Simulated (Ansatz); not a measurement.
# Trial inputs on CdS

All trials start from this Ansatz input:

```yaml
crystal:
  lattice:
    - [3.898436, 0.0, 0.0]
    - [0.0, 5.511492, 0.0]
    - [0.0, 0.0, 3.898104]
  atoms:
    - { symbol: Cd, position: [0.5, 0.5, 0.243026] }
    - { symbol: Cd, position: [0.0, 0.0, 0.756974] }
    - { symbol: S, position: [0.5, 0.0, 0.255163] }
    - { symbol: S, position: [0.0, 0.5, 0.744837] }
basis:
  ecutwfc: 420
kpoints:
  mp_grid: { grid: [4, 4, 4] }
hamiltonian:
  xc: pbe
scf:
  occupations: { method: gaussian, width: 0.1 }
output:
  forces: true
  stress: true
  eigenvalues: true
```

Command:

```bash
ansatz run input.yaml --threads 1 --pin off --max-ram 1331MiB --backend cpu --events-out ev --progress --plain --runs-dir out
```

The run converges in 6 SCF iterations on 27 irreducible k-points: pressure -0.56 GPa, largest force 0.024 eV/Å.

The inputs are trials, many of them unsound on purpose. Their numbers show the effect of the settings and aren't properties of the material. Each trial's input is given as a difference from the reference's; energies are extrapolated to zero smearing where there is one, and pressure is positive in compression. Charged cells sit in a uniform background, and their pressures hang on that convention.

Problem. Trial 1:

```diff
 basis:
-  ecutwfc: 420
+  ecutwfc: 310
 hamiltonian:
+  dispersion: d4
 scf:
+  mixing: { algorithm: broyden, beta: 0.31, ndim: 4, preconditioner: none }
+  initial_density: { chi_scale: 0, normalization: atom }
+  convergence: { dr2_threshold: "1e-13 eV" }
+  max_iter: 73
```

How does this run end?

Solution. The run converges in 14 SCF iterations on 27 irreducible k-points: pressure -3.40 GPa, largest force 0.024 eV/Å. It warns that the cutoff lies under the recommended one, 420 eV for these potentials.

Problem. Trial 2:

```diff
+total_charge: 1
 scf:
-  occupations: { method: gaussian, width: 0.1 }
+  occupations: { method: methfessel_paxton, width: "0.005 Ry" }
+  mixing: { ndim: 2 }
+  initial_density: { chi_scale: 0, normalization: atom }
+  max_iter: 60
```

What happens?

Solution. The run converges in 12 SCF iterations on 27 irreducible k-points: pressure -2.21 GPa (with the neutralising background of the charged cell), largest force 0.032 eV/Å, no gap.